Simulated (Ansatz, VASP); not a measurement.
# C in VASP and in Ansatz

```
C
1.0
     0.00000    2.11272    3.32553
     1.21976    0.00000    3.32553
     1.21976    2.11272    0.00000
C
2
Direct
  0.16667 0.83333 0.16667
  0.83333 0.16667 0.83333
```

Change from the starting cell: volume scaled by 0.98.

Alike in both runs: task single point; functional PBE; k mesh 18 × 18 × 18; occupations fermi-dirac, width 0.05 eV; no spin polarisation.

|  | VASP | Ansatz |
| --- | --- | --- |
| version | VASP 6.6.1 | Ansatz 0.2.0 |
| potentials or method | VASP PAW PBE potentials, release 64 (C), cutoff 520 eV | all-electron LAPW, scalar-relativistic |

Ansatz gave:

```
pressure (GPa)                                  : 10.6
largest component of the traceless stress (GPa) : 6.33
```

Task: Which values does VASP return?

Result: Pressure (GPa): 11.1; largest component of the traceless stress (GPa): 6.98.

Ansatz ran all-electron here, so the differences hold the error of VASP's frozen core and of both bases.
